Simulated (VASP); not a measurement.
**VASP inputs for C (strained diamond)**

INCAR

```
IBRION = -1
LASPH = .TRUE.
NELM = 120
ENCUT = 520
NBANDS = 11
LCHARG = .FALSE.
ALGO = Normal
PREC = Accurate
ISIF = 2
LREAL = .FALSE.
NSW = 0
ISMEAR = 0
EDIFF = 1E-7
SIGMA = 0.01
METAGGA = R2SCAN
LWAVE = .FALSE.
```

KPOINTS

```
KPOINTS created by Atomic Simulation Environment
0
Gamma
12 12 12
0 0 0
```

KPOINTS_OPT

```
special points
7
Reciprocal
0.0000000000 0.0000000000 0.0000000000 1
0.5000000000 0.0000000000 0.5000000000 1
0.6250000000 0.2500000000 0.6250000000 1
0.3750000000 0.3750000000 0.7500000000 1
0.5000000000 0.5000000000 0.5000000000 1
0.5000000000 0.2500000000 0.7500000000 1
0.0000000000 0.3645830000 0.3645830000 1
```

POSCAR

```
C
 1.0000000000000000
     0.0000000000000000    1.7623229010999999    1.7840813067000001
     1.7623229010999999    0.0000000000000000    1.7840813067000001
     1.7623229010999999    1.7623229010999999    0.0000000000000000
 C
   2
Cartesian
  0.0000000000000000  0.0000000000000000  0.0000000000000000
  0.8811614505499999  0.8811614505499999  0.8920406533500000
```

VASP ran with the recommended PBE PAW datasets (8 valence electrons in the cell).

Task: Estimate the main results of this run.

Result: gap between bands v and c 4.20 eV; least direct gap 5.78 eV; pressure 9.5 GPa.

Band v is the last that the valence electrons fill when counted band by band, and c is the next. Levels in eV from the top of v:

```csv
point,v−1,v,c,c+1
Γ,0.00,0.00,5.78,5.78
X,-6.94,-6.94,4.88,4.88
K,-10.05,-5.74,6.17,11.67
L,-3.23,-2.99,8.76,8.96
W,-8.99,-8.99,11.39,11.39
```
